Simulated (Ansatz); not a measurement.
# F (C2/c) under strain

F (C2/c) from a database of computed structures, relaxed with r2SCAN+rVV10 in Ansatz 0.2.0. The symmetry is C2/c (No. 15, monoclinic); a = 4.922 Å, b = 3.261 Å, c = 6.483 Å, β = 90.2° in the conventional setting, 13.01 Å³ an atom. Around F lie 1 F at 1.40 Å.

The axes x, y and z are those of this cell:
```
CELL_PARAMETERS angstrom
2.45909 -1.63049 0.10274
2.45909 1.63049 0.10274
-0.29492 0.00000 6.47670
ATOMIC_POSITIONS crystal
F 0.59627 0.90355 0.59659
F 0.09645 0.40373 0.90341
F 0.40373 0.09645 0.40341
F 0.90355 0.59627 0.09659
```

Unstrained: With PBE the gap is 2.987 eV and direct, at Γ. The r2SCAN gap is direct at Γ: 3.843 eV. The HSE06 gap is direct at Γ: 6.202 eV. Meshes: PBE 10×10×4, r2SCAN 10×10×4, HSE06 6×6×4. Strains are changes of length per length. After each strain the atoms were relaxed again with r2SCAN+rVV10 within the symmetry that the strain leaves, so tilts or polar shifts that break it weren't tested; points keep the names that they have in the unstrained zone. Calculated for a static, non-magnetic cell.

Changes of the least gap in eV (an overlap counts as a negative gap):
```tsv
strain	volume change (%)	space group	PBE	r2SCAN	HSE06
isotropic -5.01 % on every length	-14.3	C2/c	-0.073	-0.090	-0.084
uniaxial -3.73 % along x	-3.7	C2/c	-0.051	-0.054	-0.057
```

Isotropic -5.01 % on every length. HSE06: the gap goes from 6.202 to 6.118 eV (-0.084 eV). Stress change with PBE, compression positive: xx +3.96, yy +4.63, zz +5.08, xz -0.04 GPa. For HSE06, dE_g/d ln V = 0.5 eV over this step.

Uniaxial -3.73 % along x, other directions held. HSE06: the gap goes from 6.202 to 6.145 eV (-0.057 eV). Stress change with PBE, compression positive: xx +1.26, yy +0.68, zz +0.40, xz +0.04 GPa.

The meshes of the hybrids are coarse, so their gaps aren't converged to the digits shown.
